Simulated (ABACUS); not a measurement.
Fe in ABACUS: the effect of strain along c

Fe:

```
CELL_PARAMETERS angstrom
-1.41414 1.47186 1.41414
1.47186 -1.41414 1.41414
1.35642 1.35642 -1.35642
ATOMIC_POSITIONS crystal
Fe 0.00000 0.00000 0.00000
```

The cell isn't the ideal one: cell strained by -0.06 along c.

Alike in all runs:

* Program: ABACUS 3.10.1
* Task: single point
* Functional: PBE
* Potentials or basis: PseudoDojo NC SR 0.4.1 PBE standard
* Cutoff: 1225 eV
* Density cutoff: 4898 eV
* Basis: plane waves
* k mesh: 9 × 9 × 9
* Occupations: fermi-dirac, width 0.05 eV
* Spin: collinear spin, ferromagnetic start
* Starting moments: [3.0] μB
* Radial cutoff of the potentials (pseudo_rcut): 7 bohr
* SCF threshold on the density: 1e-08
* Max SCF steps: 100
* Eigensolver: dav
* Mixing: broyden

Question: One run gave: pressure -11.7 GPa; moment 2.57 μB. Which strain along c did it use?
A. 0
B. 0.06
C. 0.03
D. -0.03
E. -0.06

Answer: B.

```tsv
strain along c	pressure (GPa)	moment (μB)
-0.06	3.6	2.26
-0.03	-1.6	2.36
0	-3.8	2.52
0.03	-7.9	2.56
0.06	-11.7	2.57
```
